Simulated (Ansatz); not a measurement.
# Pt: which structure wins, with spin-orbit coupling, part 2 of 2

Which of fcc, bcc, hcp is lowest for Pt, with spin-orbit coupling? The runs shown use PAW and LAPW.

Ansatz 0.2.0; DFT LDA; a cell built from a prototype (fcc type), not taken from measurement. The steps go on from the part before.

### Step 4. Bcc relaxed, PAW

File input.yaml:

```yaml
crystal:
  lattice:
    - [-1.5456694941, 1.5456694941, 1.5456694941]
    - [1.5456694941, -1.5456694941, 1.5456694941]
    - [1.5456694941, 1.5456694941, -1.5456694941]
  atoms:
    - { symbol: Pt, position: [0.0, 0.0, 0.0] }
kpoints:
  mp_grid: { grid: [19, 19, 19] }
scf:
  occupations: { method: fermi_dirac, width: 0.05 }
hamiltonian:
  xc: lda
  pseudopotentials: { kind: paw_fr }
output:
  forces: true
  stress: true
relax:
  f_tol: 0.005
  max_steps: 40
  cell: {}
magnetization:
  noncollinear: true
  spin_orbit: true
```

The run is started by

```
> ansatz run input.yaml --threads 2 --pin off --max-ram 5120MiB --backend cpu --events-out ev --progress --plain --runs-dir out
```

Log:

```text
Engine: ansatz 0.2.0
Pseudopotentials: kind: paw_fr
Pseudopotential: Pt, paw_fr, valence charge 18, recommended cutoff 420 eV (normal)#standard-fr
Functional definition: SPW92
  exchange = slater_x
  correlation = pw_c
non-collinear run that drives no moment, with spin-orbit: no starting moment large enough to seed its density (crystal.atoms[].spin), no starting occupations that ask for one, no magnetisation constraint and no magnetic field, so the semilocal B_xc is pinned to zero
Crystal: 1 atoms, lattice volume = 14.771 Å³
Basis set: ecut = 420 eV, 321 PW (Γ)
Bands: 26, of which v1, the nominal top of the filled ones, is band 18 counted from 1 (17 counted from 0)
Symmetry: 48 space group operations + 48 with time reversal
Magnetic group: BNS 229.141 (UNI 1643), of the structure as read, at distance tolerance 2.5e-5 Å
k-points: 220 of 6859
Projection manifold: j_resolved (fully-relativistic pseudo-atomic orbitals)
Non-local potential: Pt, projectors of the file, l = 0: 3, l = 1: 4, l = 2: 4, l = 3: 2
PAW form: soft (Blöchl's): semilocal exchange-correlation on the pseudo side does not see the compensation charge
PAW frozen core: Pt, regenerated for the run's functional, and the local potential with it (the file was generated under x = pbe(κ = 0.804, μ = 0.2195149727645171), c = pbe(β = 0.06672455060314922))
PAW one-centre angular grid: Pt, 590 points (default); XC on 64 Gauss nodes
Initial density: superposition of atomic densities (chi_scale 0.1, normalization cell)
Initial wavefunctions: pseudopotential atomic-orbital guess
Functional: x = slater, c = lda
SCF iter   1: F=—  HF=-12278.548413 eV  |F-HF|=—  |Δ(HF+E_count)|=         —  Δρ=9.64e-2  dr2=1.13e0  dr2_m=0.00e0 (ungated)  ethr=3.10e-3  |M|=0.00e0 ∫|m|=0.00e0 μB  |m|>n=0.0e0 m-floor=0.0e0 τ_xc=0.0e0  β_m=0.30  ⟨swp⟩=6.1  Hψ=13286  notcnv=0  defer=50
preconditioner: auto → none  [metal: Δε(μ)=0.010 eV  Ē_g=14.050 eV  σ=0.050 eV  W_gap=0.05  n_scr=0 (ndim 8)  ℏωp=30.6 eV  f_vac=0.000  D(μ)=1.21/eV (n_scr^D=12)]
SCF iter   2: F=—  HF=-12278.201212 eV  |F-HF|=—  |Δ(HF+E_count)|=   3.47e-1  Δρ=4.41e-2  dr2=1.54e-1  dr2_m=0.00e0 (ungated)  ethr=3.10e-3  |M|=0.00e0 ∫|m|=0.00e0 μB  |m|>n=0.0e0 m-floor=0.0e0 τ_xc=0.0e0  β_m=0.38  ⟨swp⟩=2.6  Hψ=5291  notcnv=0  defer=558
SCF iter   3: F=—  HF=-12278.149578 eV  |F-HF|=—  |Δ(HF+E_count)|=   5.16e-2  Δρ=1.64e-2  dr2=9.67e-3  dr2_m=0.00e0 (ungated)  ethr=8.57e-4  |M|=0.00e0 ∫|m|=0.00e0 μB  |m|>n=0.0e0 m-floor=0.0e0 τ_xc=0.0e0  β_m=0.61  ⟨swp⟩=2.0  Hψ=4206  notcnv=0  defer=558
SCF iter   4: F=—  HF=-12278.145782 eV  |F-HF|=—  |Δ(HF+E_count)|=   3.80e-3  Δρ=6.49e-4  dr2=3.43e-5  dr2_m=0.00e0 (ungated)  ethr=5.37e-5  |M|=0.00e0 ∫|m|=0.00e0 μB  |m|>n=0.0e0 m-floor=0.0e0 τ_xc=0.0e0  β_m=0.80  ⟨swp⟩=2.7  Hψ=5123  notcnv=0  defer=556
SCF iter   5: F=—  HF=-12278.145775 eV  |F-HF|=—  |Δ(HF+E_count)|=   7.06e-6  Δρ=9.51e-5  dr2=5.00e-7  dr2_m=0.00e0 (ungated)  ethr=1.91e-7  |M|=0.00e0 ∫|m|=0.00e0 μB  |m|>n=0.0e0 m-floor=0.0e0 τ_xc=0.0e0  β_m=0.89  ⟨swp⟩=2.3  Hψ=4191  notcnv=0  defer=556
SCF iter   6: F=-12278.145775 eV  HF=-12278.145775 eV  |F-HF|=1.37e-9  |Δ(HF+E_count)|=   6.16e-8  Δρ=7.14e-6  dr2=3.70e-9  dr2_m=0.00e0 (ungated)  ethr=5.56e-10  |M|=0.00e0 ∫|m|=0.00e0 μB  |m|>n=0.0e0 m-floor=0.0e0 τ_xc=0.0e0  ⟨swp⟩=3.9  Hψ=8481  notcnv=0
SCF 1 converged in 6 iterations: F = -12278.145775 eV  dr2 = 3.70e-9
relax step   1: F+E_penalty+E_count = -12278.14577470 eV  Δ(F+E_penalty+E_count) = +0.000e0 eV  max|allowed force component| = 0.000e0 eV/Å  Δτ_max = 0.0000 Å  P = +3.642 GPa  Ω = 14.771 Å³  (6 SCF iters, dr2 threshold 1.00e-7 eV, accepted)
Crystal: 1 atoms, lattice volume = 15.247 Å³
Projection manifold: j_resolved (fully-relativistic pseudo-atomic orbitals)
Initial density: handed on by an earlier stage of this run
Initial wavefunctions: those handed on with the density
iter 1 solved again at ethr=1.57e-6 eV; its pass at ethr=3.10e-3 eV (dr2=2.82e-4 eV) is discarded
SCF iter   1: F=—  HF=-12278.142609 eV  |F-HF|=—  |Δ(HF+E_count)|=         —  Δρ=2.33e-3  dr2=3.82e-4  dr2_m=0.00e0 (ungated)  ethr=1.57e-6  |M|=0.00e0 ∫|m|=0.00e0 μB  |m|>n=0.0e0 m-floor=0.0e0 τ_xc=0.0e0  β_m=0.30  ⟨swp⟩=2.5  Hψ=16194  notcnv=0
preconditioner: auto → none  [metal: Δε(μ)=0.002 eV  Ē_g=14.019 eV  σ=0.050 eV  W_gap=0.01  n_scr=0 (ndim 8)  ℏωp=30.1 eV  f_vac=0.000  D(μ)=1.14/eV (n_scr^D=12)]
SCF iter   2: F=—  HF=-12278.142539 eV  |F-HF|=—  |Δ(HF+E_count)|=   6.94e-5  Δρ=1.52e-3  dr2=1.19e-4  dr2_m=0.00e0 (ungated)  ethr=1.57e-6  |M|=0.00e0 ∫|m|=0.00e0 μB  |m|>n=0.0e0 m-floor=0.0e0 τ_xc=0.0e0  β_m=0.48  ⟨swp⟩=1.1  Hψ=2974  notcnv=0
SCF iter   3: F=—  HF=-12278.142519 eV  |F-HF|=—  |Δ(HF+E_count)|=   2.04e-5  Δρ=3.70e-4  dr2=7.36e-6  dr2_m=0.00e0 (ungated)  ethr=6.60e-7  |M|=0.00e0 ∫|m|=0.00e0 μB  |m|>n=0.0e0 m-floor=0.0e0 τ_xc=0.0e0  β_m=0.52  ⟨swp⟩=1.0  Hψ=2860  notcnv=0
SCF iter   4: F=—  HF=-12278.142517 eV  |F-HF|=—  |Δ(HF+E_count)|=   1.56e-6  Δρ=3.54e-5  dr2=3.29e-8  dr2_m=0.00e0 (ungated)  ethr=5.56e-10  |M|=0.00e0 ∫|m|=0.00e0 μB  |m|>n=0.0e0 m-floor=0.0e0 τ_xc=0.0e0  β_m=0.72  ⟨swp⟩=2.9  Hψ=10630  notcnv=0
SCF iter   5: F=-12278.142518 eV  HF=-12278.142518 eV  |F-HF|=2.06e-10  |Δ(HF+E_count)|=   2.62e-8  Δρ=2.95e-6  dr2=4.98e-10  dr2_m=0.00e0 (ungated)  ethr=1.83e-10  |M|=0.00e0 ∫|m|=0.00e0 μB  |m|>n=0.0e0 m-floor=0.0e0 τ_xc=0.0e0  ⟨swp⟩=2.0  Hψ=7942  notcnv=0
SCF 2 converged in 5 iterations: F = -12278.142518 eV  dr2 = 4.98e-10
relax step   2: F+E_penalty+E_count = -12278.14251751 eV  Δ(F+E_penalty+E_count) = +3.257e-3 eV  max|allowed force component| = 0.000e0 eV/Å  Δτ_max = 0.0000 Å  P = -5.432 GPa  Ω = 15.247 Å³  energy of the carried Pulay correction = -1.491e-4 eV  (5 SCF iters, dr2 threshold 1.00e-7 eV, rejected (line search))
Crystal: 1 atoms, lattice volume = 14.958 Å³
Projection manifold: j_resolved (fully-relativistic pseudo-atomic orbitals)
iter 1 solved again at ethr=9.81e-7 eV; its pass at ethr=3.10e-3 eV (dr2=1.77e-4 eV) is discarded
SCF iter   1: F=—  HF=-12278.147761 eV  |F-HF|=—  |Δ(HF+E_count)|=         —  Δρ=1.42e-3  dr2=1.40e-4  dr2_m=0.00e0 (ungated)  ethr=9.81e-7  |M|=0.00e0 ∫|m|=0.00e0 μB  |m|>n=0.0e0 m-floor=0.0e0 τ_xc=0.0e0  β_m=0.30  ⟨swp⟩=1.9  Hψ=13738  notcnv=0
preconditioner: auto → none  [metal: Δε(μ)=0.010 eV  Ē_g=14.211 eV  σ=0.050 eV  W_gap=0.05  n_scr=0 (ndim 8)  ℏωp=30.4 eV  f_vac=0.000  D(μ)=1.14/eV (n_scr^D=12)]
SCF iter   2: F=—  HF=-12278.147736 eV  |F-HF|=—  |Δ(HF+E_count)|=   2.51e-5  Δρ=9.16e-4  dr2=4.29e-5  dr2_m=0.00e0 (ungated)  ethr=7.76e-7  |M|=0.00e0 ∫|m|=0.00e0 μB  |m|>n=0.0e0 m-floor=0.0e0 τ_xc=0.0e0  β_m=0.48  ⟨swp⟩=1.0  Hψ=2860  notcnv=0
SCF iter   3: F=—  HF=-12278.147730 eV  |F-HF|=—  |Δ(HF+E_count)|=   6.46e-6  Δρ=2.23e-4  dr2=2.26e-6  dr2_m=0.00e0 (ungated)  ethr=2.39e-7  |M|=0.00e0 ∫|m|=0.00e0 μB  |m|>n=0.0e0 m-floor=0.0e0 τ_xc=0.0e0  β_m=0.54  ⟨swp⟩=1.0  Hψ=2860  notcnv=0
SCF iter   4: F=—  HF=-12278.147728 eV  |F-HF|=—  |Δ(HF+E_count)|=   2.06e-6  Δρ=1.97e-5  dr2=1.01e-8  dr2_m=0.00e0 (ungated)  ethr=1.26e-8  |M|=0.00e0 ∫|m|=0.00e0 μB  |m|>n=0.0e0 m-floor=0.0e0 τ_xc=0.0e0  β_m=0.77  ⟨swp⟩=2.0  Hψ=4119  notcnv=0
SCF iter   5: F=—  HF=-12278.147728 eV  |F-HF|=—  |Δ(HF+E_count)|=   3.81e-9  Δρ=3.75e-6  dr2=5.70e-10  dr2_m=0.00e0 (ungated)  ethr=5.60e-11  |M|=0.00e0 ∫|m|=0.00e0 μB  |m|>n=0.0e0 m-floor=0.0e0 τ_xc=0.0e0  β_m=0.66  ⟨swp⟩=2.1  Hψ=4851  notcnv=0
SCF iter   6: F=-12278.147728 eV  HF=-12278.147728 eV  |F-HF|=9.09e-12  |Δ(HF+E_count)|=  2.78e-10  Δρ=5.05e-7  dr2=7.68e-12  dr2_m=0.00e0 (ungated)  ethr=1.00e-12  |M|=0.00e0 ∫|m|=0.00e0 μB  |m|>n=0.0e0 m-floor=0.0e0 τ_xc=0.0e0  ⟨swp⟩=3.1  Hψ=12621  notcnv=0
SCF 3 converged in 6 iterations: F = -12278.147728 eV  dr2 = 7.68e-12
relax step   3: F+E_penalty+E_count = -12278.14772769 eV  Δ(F+E_penalty+E_count) = -1.953e-3 eV  max|allowed force component| = 0.000e0 eV/Å  Δτ_max = 0.0000 Å  P = -0.150 GPa  Ω = 14.958 Å³  energy of the carried Pulay correction = -5.929e-5 eV  (6 SCF iters, accepted)
Crystal: 1 atoms, lattice volume = 14.951 Å³
Projection manifold: j_resolved (fully-relativistic pseudo-atomic orbitals)
iter 1 solved again at ethr=4.37e-10 eV; its pass at ethr=3.10e-3 eV (dr2=7.86e-8 eV) is discarded
SCF iter   1: F=—  HF=-12278.147734 eV  |F-HF|=—  |Δ(HF+E_count)|=         —  Δρ=3.68e-5  dr2=9.00e-8  dr2_m=0.00e0 (ungated)  ethr=4.37e-10  |M|=0.00e0 ∫|m|=0.00e0 μB  |m|>n=0.0e0 m-floor=0.0e0 τ_xc=0.0e0  β_m=0.30  ⟨swp⟩=2.1  Hψ=12892  notcnv=0
preconditioner: auto → none  [metal: Δε(μ)=0.009 eV  Ē_g=14.219 eV  σ=0.050 eV  W_gap=0.05  n_scr=0 (ndim 8)  ℏωp=30.4 eV  f_vac=0.000  D(μ)=1.14/eV (n_scr^D=12)]
SCF iter   2: F=-12278.147734 eV  HF=-12278.147734 eV  |F-HF|=7.30e-9  |Δ(HF+E_count)|=   1.65e-8  Δρ=2.41e-5  dr2=2.93e-8  dr2_m=0.00e0 (ungated)  ethr=3.14e-10  |M|=0.00e0 ∫|m|=0.00e0 μB  |m|>n=0.0e0 m-floor=0.0e0 τ_xc=0.0e0  ⟨swp⟩=2.0  Hψ=8537  notcnv=0
SCF 4 converged in 2 iterations: F = -12278.147734 eV  dr2 = 2.93e-8
relax step   4: F+E_penalty+E_count = -12278.14773368 eV  Δ(F+E_penalty+E_count) = -5.983e-6 eV  max|allowed force component| = 0.000e0 eV/Å  Δτ_max = 0.0000 Å  P = -0.003 GPa  Ω = 14.951 Å³  energy of the carried Pulay correction = -5.692e-5 eV  (2 SCF iters, dr2 threshold 5.65e-8 eV, accepted)
Projection manifold: j_resolved (fully-relativistic pseudo-atomic orbitals)
Initial wavefunctions: pseudopotential atomic-orbital guess (no wavefunctions were taken with the density)
iter 1 solved again at ethr=2.86e-8 eV; its pass at ethr=3.10e-3 eV (dr2=5.15e-6 eV) is discarded
SCF iter   1: F=—  HF=-12278.147789 eV  |F-HF|=—  |Δ(HF+E_count)|=         —  Δρ=2.70e-5  dr2=2.60e-8  dr2_m=0.00e0 (ungated)  ethr=2.86e-8  |M|=0.00e0 ∫|m|=0.00e0 μB  |m|>n=0.0e0 m-floor=0.0e0 τ_xc=0.0e0  β_m=0.30  ⟨swp⟩=3.0  Hψ=20848  notcnv=0
SCF iter   2: F=—  HF=-12278.147790 eV  |F-HF|=—  |Δ(HF+E_count)|=   1.01e-6  Δρ=1.88e-5  dr2=9.93e-9  dr2_m=0.00e0 (ungated)  ethr=1.44e-10  |M|=0.00e0 ∫|m|=0.00e0 μB  |m|>n=0.0e0 m-floor=0.0e0 τ_xc=0.0e0  β_m=0.54  ⟨swp⟩=2.4  Hψ=4509  notcnv=0
SCF iter   3: F=—  HF=-12278.147790 eV  |F-HF|=—  |Δ(HF+E_count)|=   3.69e-9  Δρ=3.60e-6  dr2=4.39e-10  dr2_m=0.00e0 (ungated)  ethr=5.52e-11  |M|=0.00e0 ∫|m|=0.00e0 μB  |m|>n=0.0e0 m-floor=0.0e0 τ_xc=0.0e0  β_m=0.55  ⟨swp⟩=1.0  Hψ=2860  notcnv=0
SCF iter   4: F=-12278.147790 eV  HF=-12278.147790 eV  |F-HF|=3.64e-12  |Δ(HF+E_count)|=  1.29e-10  Δρ=1.78e-7  dr2=1.34e-12  dr2_m=0.00e0 (ungated)  ethr=1.00e-12  |M|=0.00e0 ∫|m|=0.00e0 μB  |m|>n=0.0e0 m-floor=0.0e0 τ_xc=0.0e0  ⟨swp⟩=3.2  Hψ=12627  notcnv=0
SCF 5 converged in 4 iterations: F = -12278.147790 eV  dr2 = 1.34e-12
relax step   5: F+E_penalty+E_count = -12278.14779005 eV  Δ(F+E_penalty+E_count) = -5.638e-5 eV  max|allowed force component| = 0.000e0 eV/Å  Δτ_max = 0.0000 Å  P = -0.007 GPa  Ω = 14.951 Å³  stress off target by 7.49e-3 GPa  SCF on the basis re-selected at this cell (its energy is not comparable with the rows above)  (4 SCF iters)
basis re-selected at this cell: Δ(F+E_penalty+E_count) = -5.638e-5 eV, ΔP = -0.004 GPa vs the last step (what re-selecting the basis moved, of the pressure what is left beyond the Pulay correction that the steps carried, after the strain that the cell walked since its last selection, with what the two solves' SCF thresholds leave and, on support functions, any second-order correction that the steps lacked; it is no measure of the basis error at this ecutwfc). This SCF's stress stands 7.49e-3 GPa from its target on what of the cell is left free (relax.cell.stress_tol is 5.00e-2 GPa) and its largest allowed force component is 0.00e0 eV/Å (relax.f_tol is 5.00e-3 eV/Å): within both
SCF converged after 4 iterations
Magnetization: |M| = 0.0000 μB,  M = (+0.0000, +0.0000, +0.0000) μB
Absolute magnetization: 0.0000 μB (∫|m|)
  site 0: m = (+0.0000, +0.0000, +0.0000) μB, |m| = 0.0000 μB  (R = 1.11 Å)
Free energy (F): -12278.147790 eV
Harris-Foulkes:  -12278.147790 eV  (|F-HF|=3.64e-12)
Internal energy: -12278.138661 eV  (E = F + TS)
E sigma→0 (E₀):  -12278.143226 eV
Entropy (-TS):   -0.009129 eV (-9.129 meV/atom)
Fermi energy:    23.183092 eV
--- Per-component energies (eV) ---
  E_band       = -135.920204
  E_kinetic    = 639.021456
  E_local      = -1451.686564  (includes V_loc(G=0)·N_el)
  E_nonlocal   = 195.365747
  E_hartree    = 537.445167
  E_xc         = -260.852323
  E_vxc        = -303.392764  (∫ρ·V_xc dr)
  E_paw        = -9202.771400  (= ΣΔE_a)
  E_vpaw       = -290.118522  (= ΣTr[D̂ρ^β])
  E_aug_tail   = 0.000129  (compensation charges beyond the density's cutoff)
  E_ewald      = -2735.133504
  E_core_change = 0.472630  (= ΣΔE_core)
  E_smearing   = -0.009129  (= −TS)
  E_closure    = 0.000000  (closes the sum)
  Σ components = -12278.147790   (vs F -12278.147790, Δ=0.00e0)
--- Forces (eV/Å), atoms counted from 1 ---
  atom   1  Pt    -0.00000000     0.00000000     0.00000000
  max |Σ_I F_I| component: 1.97e-30 eV/Å
--- Stress (GPa, compression-positive) ---
       -0.007493       0.000000       0.000000
        0.000000      -0.007493      -0.000000
       -0.000000      -0.000000      -0.007493
  P = ⅓ Tr σ = -0.0075 GPa (-0.075 kbar)
--- Relaxed structure (4 steps of the walk, 3 accepted, 1 SCFs on fresh bases) ---
  F+E_penalty+E_count = -12278.14779005 eV   max|allowed force component| = 0.000e0 eV/Å   (the final SCF, on the basis selected at the relaxed cell)
  cell:  # Å, volume = 14.9508 Å³
    - [-1.551915979556244, 1.551915979556244, 1.551915979556244]
    - [1.551915979556244, -1.551915979556244, 1.551915979556244]
    - [1.551915979556244, 1.551915979556244, -1.551915979556244]
  atoms:
    - { symbol: Pt, position: [0.0, 0.0, 0.0] }
```

It took 17 s on 2 threads of Arm Neoverse V2, shared host; peak memory 0.43 GiB.

Relaxation path:

```
step  energy from step 1 (eV/cell)  largest force component (eV/Å)  pressure (GPa)  volume (Å³)
   1                        0.0000                          0.0000            3.64        14.77
  2x                        0.0033                          0.0000           -5.43        15.25
   3                       -0.0020                          0.0000           -0.15        14.96
   4                       -0.0020                          0.0000            0.00        14.95
   5                       -0.0020                          0.0000           -0.01        14.95
```

Step 1 is the start. Step 5 repeats the geometry before on a plane-wave basis chosen anew for that cell, so the energy can jump there without any move; the table keeps such jumps. 1 step was tried and not accepted (marked x).

| input's cell | before | after | change |
| --- | --- | --- | --- |
| a (Å) | 2.677 | 2.688 | +0.4 % |
| b (Å) | 2.677 | 2.688 | +0.4 % |
| c (Å) | 2.677 | 2.688 | +0.4 % |
| volume (Å³/atom) | 14.77 | 14.95 | +1.2 % |

### Step 5. Bcc relaxed, LAPW

File input.yaml:

```yaml
crystal:
  lattice:
    - [-1.5519159796, 1.5519159796, 1.5519159796]
    - [1.5519159796, -1.5519159796, 1.5519159796]
    - [1.5519159796, 1.5519159796, -1.5519159796]
  atoms:
    - { symbol: Pt, position: [0.0, 0.0, 0.0] }
kpoints:
  mp_grid: { grid: [19, 19, 19] }
scf:
  occupations: { method: fermi_dirac, width: 0.05 }
hamiltonian:
  xc: lda
  pseudopotentials: { kind: all_electron, lapw: { basis_error: 0.0005 } }
output:
  forces: true
  stress: true
  eigenvalues: true
  populations: true
relax:
  f_tol: 0.005
  max_steps: 25
  cell: {}
magnetization:
  noncollinear: true
  spin_orbit: true
```

The run is started by

```
> ansatz run input.yaml --threads 2 --pin off --max-ram 5120MiB --backend cpu --events-out ev --progress --plain --runs-dir out
```

Log (excerpt; [...] marks lines left out):

```text
[...]
Pt: projections on atomic orbitals take those of the free atom 1s2 2s2 2p6 3s2 3p6 3d10 4s2 4p6 4d10 4f14 5s2 5p6 5d9 6s1, of charge +0.00 (hamiltonian.pseudopotentials.projection_atoms)
LAPW: plane waves up to 9.389 Å⁻¹, error target 5.0e-4 eV per atom; Dirac's equation on spinors; Pt in spheres of 1.304 Å, 48 of its electrons in bands
[...]
Pseudopotentials: kind: all_electron
[...]
  F+E_penalty+E_count = -501584.54611167 eV   max|allowed force component| = 0.000e0 eV/Å   (the final SCF, on the basis selected at the relaxed cell)
  cell:  # Å, volume = 14.9508 Å³
    - [-1.5519159796, 1.5519159796, 1.5519159796]
    - [1.5519159796, -1.5519159796, 1.5519159796]
    - [1.5519159796, 1.5519159796, -1.5519159796]
  atoms:
    - { symbol: Pt, position: [0.0, 0.0, 0.0] }
--- Löwdin populations: 1 site ---
  site symbol       q [e]
     0     Pt     77.7470
  spilling = 0.003243 (of n_electrons = 78.000000)
```

Run time: 4.6 min. Hardware: 2 threads of Arm Neoverse V2, shared host; peak memory 1.1 GiB.

Relaxation path:

```
step  energy from step 1 (eV/cell)  largest force component (eV/Å)  pressure (GPa)  volume (Å³)
   1                        0.0000                          0.0000            0.01        14.95
   2                        0.0000                          0.0000            0.01        14.95
```

Step 1 is the start. Step 2 repeats the geometry before on a plane-wave basis chosen anew for that cell, so the energy can jump there without any move; the table keeps such jumps.

| input's cell | before | after | change |
| --- | --- | --- | --- |
| a (Å) | 2.688 | 2.688 | +0.0 % |
| b (Å) | 2.688 | 2.688 | +0.0 % |
| c (Å) | 2.688 | 2.688 | +0.0 % |
| volume (Å³/atom) | 14.95 | 14.95 | +0.0 % |

This run gives: pressure 0.01 GPa; no gap.

### Step 6. Hcp relaxed, PAW

File input.yaml:

```yaml
crystal:
  lattice:
    - [2.761413323, 0.0, 0.0]
    - [-1.3807066615, 2.391454088, 0.0]
    - [0.0, 0.0, 4.4734895832]
  atoms:
    - { symbol: Pt, position: [0.3333333333, 0.6666666667, 0.25] }
    - { symbol: Pt, position: [0.6666666667, 0.3333333333, 0.75] }
kpoints:
  mp_grid: { grid: [17, 17, 9] }
scf:
  occupations: { method: fermi_dirac, width: 0.05 }
hamiltonian:
  xc: lda
  pseudopotentials: { kind: paw_fr }
output:
  forces: true
  stress: true
  write_density: true
  write_potential: true
  elf: true
  volumetric_format: npy
relax:
  f_tol: 0.005
  max_steps: 40
  cell: {}
magnetization:
  noncollinear: true
  spin_orbit: true
```

The run is started by

```
> ansatz run input.yaml --threads 2 --pin off --max-ram 5120MiB --backend cpu --events-out ev --progress --plain --runs-dir out
```

Log (excerpt; [...] marks lines left out):

```text
[...]
Pseudopotentials: kind: paw_fr
Pseudopotential: Pt, paw_fr, valence charge 18, recommended cutoff 420 eV (normal)#standard-fr
Functional definition: SPW92
[...]
non-collinear run that drives no moment, with spin-orbit: no starting moment large enough to seed its density (crystal.atoms[].spin), no starting occupations that ask for one, no magnetisation constraint and no magnetic field, so the semilocal B_xc is pinned to zero
[...]
relax step   4: F+E_penalty+E_count = -24556.44568370 eV  Δ(F+E_penalty+E_count) = -7.670e-4 eV  max|allowed force component| = 7.170e-17 eV/Å  Δτ_max = 0.0000 Å  P = -0.030 GPa  Ω = 29.738 Å³  energy of the carried Pulay correction = -5.048e-5 eV  (4 SCF iters, dr2 threshold 2.00e-7 eV, accepted)
[...]
Projection manifold: j_resolved (fully-relativistic pseudo-atomic orbitals)
```

### Step 7. The output, continued: hcp relaxed, PAW files

Output, continued (excerpt; [...] marks lines left out):

```text
[...]
SCF iter   1: F=—  HF=-24556.445689 eV  |F-HF|=—  |Δ(HF+E_count)|=         —  Δρ=1.00e-4  dr2=7.70e-7  dr2_m=0.00e0 (ungated)  ethr=7.26e-9  |M|=0.00e0 ∫|m|=0.00e0 μB  |m|>n=0.0e0 m-floor=0.0e0 τ_xc=0.0e0  β_m=0.30  ⟨swp⟩=2.9  Hψ=15293  notcnv=0
[...]
spin=Noncollinear: Kerker preconditioning applied to the charge; magnetization (m_x, m_y, m_z) channels mix plain (no charge-response kernel on spin).
[...]
  F+E_penalty+E_count = -24556.44575689 eV   max|allowed force component| = 5.551e-17 eV/Å   (the final SCF, on the basis selected at the relaxed cell)
  cell:  # Å, volume = 29.7361 Å³
    - [2.7193594664457073, 0.0, 0.0]
    - [-1.3596797332228536, 2.3550343799636795, 0.0]
    - [0.0, 0.0, 4.643227125697355]
  atoms:
    - { symbol: Pt, position: [0.3333333333333333, 0.6666666666666666, 0.25000000000000006] }
    - { symbol: Pt, position: [0.6666666666666666, 0.3333333333333333, 0.7500000000000002] }
```

It took 69 s on 2 threads of Arm Neoverse V2, shared host; peak memory 0.6 GiB.

Relaxation path:

```csv
step,energy from step 1 (eV/cell),largest force component (eV/Å),pressure (GPa),volume (Å³)
1,0.0000,0.0000,2.13,29.54
2,-0.0292,0.0000,-3.41,30.08
3,-0.0330,0.0000,0.87,29.66
4,-0.0338,0.0000,-0.03,29.74
5,-0.0338,0.0000,0.00,29.74
6,-0.0339,0.0000,0.01,29.74
```

Step 1 is the start. Step 6 repeats the geometry before on a plane-wave basis chosen anew for that cell, so the energy can jump there without any move; the table keeps such jumps.

| input's cell | before | after | change |
| --- | --- | --- | --- |
| a (Å) | 2.761 | 2.719 | -1.5 % |
| b (Å) | 2.761 | 2.719 | -1.5 % |
| c (Å) | 4.473 | 4.643 | +3.8 % |
| volume (Å³/atom) | 14.77 | 14.87 | +0.7 % |

Read from it: pressure 0.01 GPa; no gap.

### Step 8. Side by side

Free energy per atom, from each method's lowest phase:

| method | start | space group, start → end | volume (Å³/atom) | pressure (GPa) | free energy (meV/atom) |
| --- | --- | --- | --- | --- | --- |
| LAPW | fcc | Fm-3m → Fm-3m | 14.786 | 0.0 | 0.0 |
| LAPW | bcc | Im-3m → Im-3m | 14.951 | 0.0 | 137.3 |
| PAW | fcc | Fm-3m → Fm-3m | 14.786 | 0.0 | 0.0 |
| PAW | bcc | Im-3m → Im-3m | 14.951 | 0.0 | 137.2 |
| PAW | hcp | P6_3/mmc → P6_3/mmc | 14.868 | 0.0 | 62.1 |

### Step 9. Summary of results

The summary covers parts 1 to 2.

| quantity | value |
| --- | --- |
| lowest (LAPW) | fcc, 137.3 meV/atom under bcc |
| lowest (PAW) | fcc, 62.1 meV/atom under hcp |

By LAPW the order is fcc < bcc. By PAW the order is fcc < hcp < bcc. Only these structures were tried, with electrons smeared by 0.05 eV and without vibrations, so the true ground state may be another. The k meshes differ between phases and weren't tested, which can move differences by some meV.
